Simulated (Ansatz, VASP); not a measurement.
**AlN in VASP and in Ansatz**

```
CELL_PARAMETERS angstrom
3.13027 0.00000 0.00000
-1.56514 2.71089 0.00000
0.00000 0.00000 5.01796
ATOMIC_POSITIONS crystal
Al 0.33333 0.66667 0.00023
Al 0.66667 0.33333 0.50023
N 0.33333 0.66667 0.38177
N 0.66667 0.33333 0.88177
```

Alike in both runs: functional PBE; k mesh 8 × 8 × 4; no spin polarisation.

Ansatz relaxed the structure, and its values are those at the end. VASP's run is a single point on that final structure, the one shown.

|  | VASP | Ansatz |
| --- | --- | --- |
| version | VASP 6.6.1 | Ansatz 0.2.0 |
| potentials or method | VASP PAW PBE potentials, release 64 (Al, N) | scalar-relativistic, plane waves, PAW |
| plane-wave cutoff (eV) | 520 | 420 |
| occupations | gaussian, width 0.01 eV | fixed |
| valence electrons in the cell | 16 | 16 |

|  | VASP | Ansatz | Ansatz less VASP |
| --- | --- | --- | --- |
| gap on the k mesh at the Fermi level (eV) | 4.04 | 4.03 | -0.009 |
| least direct gap on the mesh (eV) | 4.04 | 4.03 | -0.009 |
| pressure (GPa) | -0.3 | 0.0 | +0.26 |

PBE gaps usually lie below the measured ones, often by a third to a half.
